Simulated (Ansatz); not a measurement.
Relaxation of a periodic cell of 19 atoms, Si$_{6}$HO$_{12}$ (host SiO2, host structure C2/c, interstitial H), cell charge +1, to a largest force component of 0.03 eV/Å in at most 60 steps.

Level of theory: DFT LDA, scalar-relativistic, plane waves, PAW (Ansatz 0.2.0). Settings: PAW set soft_1, cutoff 420 eV, k mesh 2x2x2, fermi-dirac smearing 0.02 eV, no spin polarisation.

```xyz
19
Lattice="6.9040 -2.4346 0.0000 6.9040 2.4346 0.0000 -5.5056 0.0000 6.7842" Properties=species:S:1:pos:R:3:forces:R:3
Si 2.775 2.301 5.088 1.39 0.51 -1.10
Si 5.528 -2.301 1.696 -1.56 0.61 1.76
Si 8.357 -1.224 1.071 0.07 -0.02 -0.56
Si 2.698 -1.224 2.321 2.04 1.10 1.61
Si -0.055 1.224 5.713 -0.47 -1.04 -1.26
Si 5.604 1.224 4.463 -1.33 -0.56 -0.14
O 2.269 0.314 2.101 -0.09 -0.07 0.08
O 8.786 0.314 1.291 -1.48 0.33 -1.08
O 6.034 -0.314 4.683 0.04 0.15 -0.10
O -0.484 -0.314 5.493 0.56 0.64 0.61
O 3.154 -1.603 6.326 -0.22 -0.23 0.40
O 2.395 -1.603 3.851 -0.30 -0.41 0.01
O 5.148 1.603 0.459 0.95 0.00 0.55
O 5.907 1.603 2.933 0.30 0.38 -0.85
O 6.750 -1.317 1.338 0.86 -0.72 -0.56
O 4.305 -1.317 2.054 -0.60 -0.45 -0.23
O 1.552 1.317 5.446 -0.47 -0.04 1.66
O 3.998 1.317 4.730 0.42 0.31 0.01
H 1.671 -3.311 7.463 -0.12 -0.49 -0.82
```

Problem. Where does it end, and by what steps?

Solution. The run converged. Limits of this set-up: coarse k mesh, PAW files made for another functional, a small cell, in which the defect meets its images, charged cell in a uniform background, uncorrected. After 12 steps the energy has fallen by 3.440 eV; H19 moved furthest, 1.13 Å. Joined: O17–H19 (2.03 → 1.02 Å).

| step | energy less start (eV) | largest force component (eV/Å) | accepted |
| --- | --- | --- | --- |
| 0 | 0.0000 | 2.038 | yes |
| 1 | -0.5014 | 2.150 | yes |
| 2 | -1.0547 | 2.874 | yes |
| 3 | -1.7119 | 3.666 | yes |
| 4 | -2.3780 | 3.883 | yes |
| 5 | -2.8800 | 3.227 | yes |
| 6 | -2.8849 | 6.597 | yes |
| 7 | -3.3325 | 0.656 | yes |
| 8 | -3.3829 | 0.433 | yes |
| 9 | -3.4102 | 0.243 | yes |
| 10 | -3.4148 | 0.302 | yes |
| 11 | -3.4398 | 0.042 | yes |
| 12 | -3.4402 | 0.026 | yes |

```xyz
19
Lattice="6.9040 -2.4346 0.0000 6.9040 2.4346 0.0000 -5.5056 0.0000 6.7842" Properties=species:S:1:pos:R:3
Si 2.875 2.377 5.117
Si 5.444 -2.237 1.735
Si 8.271 -1.185 1.106
Si 2.589 -1.186 2.371
Si -0.096 1.243 5.816
Si 5.669 1.254 4.459
O 2.159 0.361 2.194
O 8.612 0.405 1.262
O 6.207 -0.261 4.665
O -0.403 -0.289 5.525
O 3.209 -1.548 6.367
O 2.234 -1.732 3.868
O 5.022 1.653 0.514
O 5.953 1.714 2.956
O 6.676 -1.319 1.239
O 4.169 -1.346 2.139
O 1.651 1.344 5.790
O 4.079 1.382 4.777
H 2.075 -3.940 6.620
```

Whether the end is a true minimum wasn't checked by a vibrational analysis.

The run took 50 s on 1 thread of Arm Neoverse V2 (shared host), peak memory 0.46 GiB.
